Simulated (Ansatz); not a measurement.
# SiO2: the cost of one run

Method: DFT PBE, scalar-relativistic, plane waves, PAW, in Ansatz 0.2.0.

2 further runs of the same task are left out: 1 that didn't finish, 1 set aside as unsound or not needed. Runs told in other sessions of the task aren't counted.

## (1) Starting point

The structure is tetragonal, space group I-42d (No. 122). The conventional cell has a = 5.027 Å, b = 5.027 Å, c = 7.379 Å, α = 90.00°, β = 90.00°, γ = 90.00°. Si (site symmetry -4) has 4 O at 1.63 Å in its first shell of neighbours. O (site symmetry 2) has 2 Si at 1.63 Å in its first shell of neighbours.

Structure file:

```xyz
6
Lattice="-2.5134 2.5134 3.6894 2.5134 -2.5134 3.6894 2.5134 2.5134 -3.6894" Properties=species:S:1:pos:R:3 pbc="T T T"
Si    0.0000    0.0000    0.0000
Si    0.0000    2.5134    1.8447
O     1.2567    2.9759    2.7670
O     0.4625    1.2567    0.9223
O    -1.2567    2.0509    2.7670
O    -0.4625    3.7701    0.9223
```

It is the result of an earlier relaxation at this level (volume 15.54 Å³/atom; gap on the mesh: 5.73 eV).

## (2) Zero of the scan

input.yaml reads:

```yaml
crystal:
  lattice:
    - [-2.5133693064, 2.5133693064, 3.6893905427]
    - [2.5133693064, -2.5133693064, 3.6893905427]
    - [2.5133693064, 2.5133693064, -3.6893905427]
  atoms:
    - { symbol: Si, position: [0.0, 0.0, 0.0] }
    - { symbol: Si, position: [0.75, 0.25, 0.5] }
    - { symbol: O, position: [0.9670112748, 0.625, 0.8420112748] }
    - { symbol: O, position: [0.375, 0.2170112748, 0.3420112748] }
    - { symbol: O, position: [0.7829887252, 0.125, 0.1579887252] }
    - { symbol: O, position: [0.875, 0.0329887252, 0.6579887252] }
basis:
  ecutwfc: 420
kpoints:
  mp_grid: { grid: [8, 8, 8] }
hamiltonian:
  xc: pbe
scf:
  occupations: { method: gaussian, width: 0.05 }
output:
  forces: true
  stress: true
  eigenvalues: true
  write_density: true
  write_potential: true
  elf: true
  volumetric_format: npy
```

On the command line:

```
$ ansatz run input.yaml --threads 1 --pin off --max-ram 2560MiB --backend cpu --events-out ev --progress --plain --runs-dir out
```

What time and memory should one allow on 1 thread of Arm Neoverse V2, shared host?

About 13 s, with a peak of 0.36 GiB.
